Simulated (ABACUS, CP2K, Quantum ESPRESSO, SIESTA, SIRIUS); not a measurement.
The equilibrium volume of Li2S, sorted by core time

```cif
data_structure
_symmetry_space_group_name_H-M 'Fm-3m'
_symmetry_Int_Tables_number 225
_cell_length_a 5.6890
_cell_length_b 5.6890
_cell_length_c 5.6890
_cell_angle_alpha 90.000
_cell_angle_beta 90.000
_cell_angle_gamma 90.000
_cell_volume 184.12
loop_
_atom_site_label
_atom_site_type_symbol
_atom_site_symmetry_multiplicity
_atom_site_Wyckoff_symbol
_atom_site_fract_x
_atom_site_fract_y
_atom_site_fract_z
_atom_site_occupancy
S1 S 4 a 0.00000 0.00000 0.00000 1
Li1 Li 8 c 0.25000 0.25000 0.75000 1
```

```csv
rung,level,program and potentials,cutoff (eV),k mesh,smearing,core time,chip,equilibrium volume (Å³/atom),notes
GGA,PBEsol,"ABACUS, SG15 ONCV 1.2 PBE, plane waves",1007,6 × 6 × 6,fermi-dirac 0.05,47 s,Intel Xeon Platinum 8488C Sapphire Rapids,15.20,potentials made for PBE; fit through 4 volumes
GGA,PBE,"Quantum ESPRESSO, PseudoDojo 0.4.1 SR PBE standard",1007,8 × 8 × 8,fermi-dirac 0.05,71 s,Intel Xeon 6985P-C Granite Rapids,15.48,-
GGA,PBEsol,"Quantum ESPRESSO, PseudoDojo 0.4.1 SR PBEsol standard",1007,8 × 8 × 8,fermi-dirac 0.05,73 s,Intel Xeon 6985P-C Granite Rapids,15.07,-
GGA + dispersion,PBE+D3(zero damping),"Quantum ESPRESSO, PseudoDojo 0.4.1 SR PBE standard",1007,8 × 8 × 8,fermi-dirac 0.05,76 s,Intel Xeon 6985P-C Granite Rapids,14.76,-
LDA,LDA,"CP2K, GTH_POTENTIALS S GTH-PADE-q6, Li GTH-PADE-q3; DZVP-MOLOPT-PBE-GTH basis",-,8 × 8 × 8,fermi-dirac 0.01,76 s,AMD EPYC 9R45 Zen 5,14.59,atomic basis
GGA + dispersion,PBE+D3(BJ),"Quantum ESPRESSO, PseudoDojo 0.4.1 SR PBE standard",1007,8 × 8 × 8,fermi-dirac 0.05,76 s,Intel Xeon 6985P-C Granite Rapids,14.53,-
GGA,AM05,"Quantum ESPRESSO, PseudoDojo 0.4.1 SR PBE standard",1007,8 × 8 × 8,fermi-dirac 0.05,78 s,Intel Xeon 6985P-C Granite Rapids,15.35,potentials made for PBE
GGA,PBEsol,"ABACUS, PseudoDojo NC SR 0.4.1 PBEsol standard, plane waves",1007,8 × 8 × 8,fermi-dirac 0.05,2.2 min,Intel Xeon Platinum 8559C Emerald Rapids,15.07,-
GGA,PBEsol,"SIRIUS, PseudoDojo 0.4.1 PBEsol standard (scalar relativistic)",1030,8 × 8 × 8,fermi-dirac 0.05,3.8 min,Intel Xeon Platinum 8259CL Skylake/Cascade Lake,15.07,-
GGA,PBEsol,"SIRIUS, all-electron FP-LAPW, apw+lo standard",-,8 × 8 × 8,fermi-dirac 0.05,4.7 min,Arm Neoverse V1,15.06,-
GGA,PBEsol,"SIESTA, files PseudoDojo sr-pbesol-0.4.1-standard, DZP (energy shift 0.003 Ry; two zetas on semicore shells)",-,8 × 8 × 8,fermi-dirac 0.05,4.9 min,Intel Xeon Platinum 8488C Sapphire Rapids,15.50,atomic basis
```

Times are single runs on shared hosts and different chips, so they are rough; meshes, cutoffs and the tasks' sizes weigh on the time. Task: equation of state. All rows: no spin polarisation. Smearing widths are in eV. Meshes differ between rows, which moves values too. Meshes are those of the run's cell of 3 atoms unless a note names another. Runs on faulty files, with rough fits or with known faults for this quantity aren't shown. No row holds spin-orbit coupling.

By rung: GGA 15.06 to 15.48; GGA + dispersion 14.53 to 14.76; LDA in atomic bases 14.59; GGA in atomic bases 15.50 (Å³/atom).
